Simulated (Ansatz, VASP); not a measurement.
## AgCl (Chlorargyrite) in VASP and in Ansatz

The input INCAR:

```
PREC     = Accurate       # precision mode
ENCUT    = 520            # plane-wave cutoff, eV
EDIFF    = 1E-6           # SCF threshold, eV
ISMEAR   = -1             # smearing method
SIGMA    = 0.05           # smearing width, eV
LREAL    = False          # projectors in reciprocal space
LASPH    = True           # aspherical terms in the spheres
NELM     = 100            # most SCF steps
ALGO     = Normal         # electronic algorithm
ISIF     = 2              # what is computed and relaxed
LWAVE    = False          # write WAVECAR
LCHARG   = False          # write CHGCAR
NBANDS   = 16             # bands
```

File KPOINTS:

```
regular mesh
0
Gamma
  8 8 8
```

The input POSCAR:

```
AgCl
1.0
    0.0000000000      2.7350000000      2.7350000000
    2.7350000000      0.0000000000      2.7350000000
    2.7350000000      2.7350000000      0.0000000000
Ag Cl
1 1
Direct
    0.0000000000      0.0000000000      0.0000000000
    0.5000000000      0.5000000000      0.5000000000
```

input.yaml

```yaml
crystal:
  lattice:
    - [0.0, 2.735, 2.735]
    - [2.735, 0.0, 2.735]
    - [2.735, 2.735, 0.0]
  atoms:
    - { symbol: Ag, position: [0.0, 0.0, 0.0] }
    - { symbol: Cl, position: [0.5, 0.5, 0.5] }
kpoints:
  mp_grid: { grid: [8, 8, 8] }
  band_path:
    path:
      - [0.0, 0.0, 0.0]
      - [0.5, 0.0, 0.5]
      - [0.5, 0.25, 0.75]
      - [0.375, 0.375, 0.75]
      - [0.0, 0.0, 0.0]
      - [0.5, 0.5, 0.5]
      - [0.625, 0.25, 0.625]
      - [0.5, 0.25, 0.75]
    npoints: 6
scf:
  occupations: { method: fermi_dirac, width: 0.05 }
hamiltonian:
  xc: lda
  pseudopotentials: { kind: all_electron, lapw: { basis_error: 0.001 } }
output:
  forces: true
  stress: true
  eigenvalues: true
```

Alike in both runs: functional LDA; k mesh 8 × 8 × 8; occupations fermi-dirac, width 0.05 eV; no spin polarisation.

```csv
,VASP,Ansatz
version,VASP 6.6.1,Ansatz 0.2.0
potentials or method,"VASP PAW LDA potentials, release 64 (Ag, Cl)","all-electron LAPW, scalar-relativistic"
plane-wave cutoff (eV),520,see its input
task,single point,band structure
```

VASP gave:

```
gap on the k mesh at the Fermi level (eV) : 0.64
least direct gap on the mesh (eV)         : 3.11
pressure (GPa)                            : -3.8
```

Estimate Ansatz's values.

gap on the k mesh at the Fermi level (eV): 0.61; least direct gap on the mesh (eV): 3.09; pressure (GPa): -3.8.

Ansatz ran all-electron here, so the differences hold the error of VASP's frozen core and of both bases.

A k mesh can miss the band edges. Expect the measured gap to be larger: semilocal functionals such as LDA lack the derivative discontinuity.
